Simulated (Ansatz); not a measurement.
Runs of Ansatz 0.2.0 on MnSb. The structure is cubic, space group Fm-3m (No. 225). Conventional cell: a = 5.590 Å, b = 5.590 Å, c = 5.590 Å, α = 90.00°, β = 90.00°, γ = 90.00°. Sb (site symmetry m-3m) has 6 Mn at 2.80 Å as nearest neighbours. Mn (site symmetry m-3m) is surrounded by 6 Sb at 2.80 Å. The cell comes from a database or a generator and needn't be the stable form of this composition.

| level | U | hubbard projectors | double counting | gap on the mesh (eV) | pressure (GPa) | moment (μB) | relaxed volume (Å³/atom) |
| --- | --- | --- | --- | --- | --- | --- | --- |
| r2SCAN+U | Mn d U = 5 eV | ortho-atomic (the default) | fll (the default) | none | 0.0 | 4.17 | (d) |
| r2SCAN+U | Mn d U = 3 eV | ortho-atomic (the default) | fll (the default) | none | 0.0 | 4.12 | 24.01 |
| r2SCAN+U | Mn d U = 6 eV | ortho-atomic (the default) | fll (the default) | none | 0.0 | (b) | (c) |
| r2SCAN+U | Mn d U = 4 eV | ortho-atomic (the default) | fll (the default) | none | 0.0 | (a) | 24.48 |
| r2SCAN | - | - | - | none | 0.0 | 4.02 | 22.39 |
| r2SCAN+U | Mn d U = 2 eV | ortho-atomic (the default) | fll (the default) | none | 0.0 | 4.12 | 23.51 |
| r2SCAN+U | Mn d U = 1 eV | ortho-atomic (the default) | fll (the default) | none | 0.0 | 4.09 | 22.98 |
| r2SCAN+U | Mn d U = 8 eV | ortho-atomic (the default) | fll (the default) | none | 0.0 | 4.27 | 26.16 |

Alike in all rows: task relaxation of cell and atoms; potentials or basis Ansatz PAW; spin collinear, ferromagnetic start; cell relaxed; k mesh 8 × 8 × 8; cutoff (eV) 500; smearing fermi-dirac 0.05 eV.

**Question.** Fill in the values left out.

**Answer.** (a) 4.14; (b) 4.18; (c) 25.39; (d) 24.96.

Caveats: the magnetic or orbital state may not be the lowest; the plane-wave basis is chosen anew once the cell has moved, so the energies of steps on either side of that aren't comparable; a cell with one magnetic atom can't hold antiferromagnetic order, which such compounds often take; the PAW data sets come from PBE, with cores solved anew for the run's functional, which leaves a small shift of forces and pressure; the U is typed as a test and isn't derived for this compound (some runs); the volume moved by over 15 % at a fixed basis, so the end points are rough (some runs).

A k mesh can miss the band edges, and the runs leave out spin-orbit coupling on Sb.

A gap of «none» marks a metal or a gap under the smearing width.

Not every run made on this cell is shown here.
